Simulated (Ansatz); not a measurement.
Nb in Ansatz: the effect of functional

Crystal: Nb.

```xyz
1
Lattice="0.0000 2.1290 2.1290 2.1290 0.0000 2.1290 2.1290 2.1290 0.0000" Properties=species:S:1:pos:R:3 pbc="T T T"
Nb    0.0000    0.0000    0.0000
```

This isn't the form of Nb at room conditions, which is bcc.

The cell isn't the ideal one: volume scaled by 1.02.

Alike in all runs:

```yaml
Program: Ansatz 0.2.0
Task: single point
Potentials_or_basis: Ansatz PAW
k_mesh: 11 × 11 × 11
Occupations: fermi-dirac, width 0.05 eV
Spin: no spin polarisation
```

One run gave: pressure -10.2 GPa. Which functional did it use?
A. r2SCAN
B. PBEsol
C. LDA

B.

```csv
functional,cutoff,pressure (GPa)
LDA,420 eV (not typed: the program's choice for these potentials),-13.7
PBEsol,420 eV (not typed: the program's choice for these potentials),-10.2
r2SCAN,500 eV (not typed: the program's choice for these potentials),-5.4
```

Caveats: the PAW data sets come from PBE, with cores solved anew for the run's functional, which leaves a small shift of forces and pressure.
